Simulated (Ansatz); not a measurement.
## MnO2 in the CdI2-type structure

Level of theory: DFT, PBE, scalar-relativistic, collinear spin; plane waves to 420 eV with PAW datasets (Ansatz 0.2.0), 14×14×6 k-mesh, Gaussian smearing of 0.05 eV; PAW files: Ansatz's generated set soft_2.

```xyz
3
Lattice="2.8768 0.0000 0.0000 -1.4384 2.4914 0.0000 0.0000 0.0000 5.4465" Properties=species:S:1:pos:R:3 pbc="T T T"
Mn    0.0000    0.0000    0.0000
O     0.0000    1.6609    0.9551
O     1.4384    0.8305    4.4913
```

The start was a prototype's sites filled with these elements. The Crystallography Open Database lists the compound in space groups Pnma, I4/m, P42/mnm, so this is a trial structure.

The geometry is fixed. Moments are started on Mn in several ways. q is the propagation vector of an order in a doubled cell, in units of this cell's reciprocal vectors; doubled cells take an equivalent mesh or are counted from a ferromagnetic run in the same cell, unless said otherwise. Energies count from the first row, the state in which the cell was relaxed.

The starts:
- ferromagnetic
- no spin polarisation
- antiparallel, q = (0, 0, 1/2)
- antiparallel, q = (0, 1/2, 0)
- antiparallel, q = (0, 1/2, 1/2)
- small parallel moments

Q: Which start ends lowest, and how far above it lies the solution without spin polarisation?

A: Lowest, alike within 0.5 meV/atom: ferromagnetic; antiparallel, q = (0, 0, 1/2); small parallel moments (which grew into the full parallel moments), though «antiparallel, q = (0, 1/2, 1/2)» and «antiparallel, q = (0, 1/2, 0)» lie within 1.0 meV/atom, too near to part. Without spin polarisation the energy is 415 meV/atom higher.

| start | largest typed moment (μB) | ΔE (meV/atom) | gap on the mesh (eV) | P (GPa) | final spin moments (μB) |
| --- | --- | --- | --- | --- | --- |
| ferromagnetic | 2.77 | 0.0 | 1.02 | 0.0 | Mn 2.52 |
| no spin polarisation | 0.00 | 414.7 | metal | -8.0 | none |
| antiparallel, q = (0, 0, 1/2) | 3.00 | 0.0 | 1.09 | 0.0 | Mn 2.51, -2.51 |
| antiparallel, q = (0, 1/2, 0) | 3.00 | 1.0 | 1.24 | -0.8 | Mn 2.41, -2.41 |
| antiparallel, q = (0, 1/2, 1/2) | 3.00 | 1.0 | 1.22 | -0.8 | Mn 2.41, -2.41 |
| small parallel moments | 0.50 | 0.0 | 1.02 | 0.0 | Mn 2.52 |

The atoms aren't at rest in: no spin polarisation (forces up to 0.36 eV/Å), so relaxing would lower that row.

Without spin polarisation the pressure is 8.0 GPa lower than in the lowest state, so the magnetic solution wants the larger cell.

Only orders that fit these small cells were tried, so the real crystal's order may be another.

Kohn–Sham gaps of semilocal functionals lie under measured ones, often by a third or more. Site moments are of spin, integrated over atomic spheres. The structure is built of weakly bound layers, and this functional has no dispersion term, so their spacing and all that hangs on it (volume, the soft elastic constants, low modes, dielectric constants) are poorly given.

A lower state of the open shells can't be excluded.
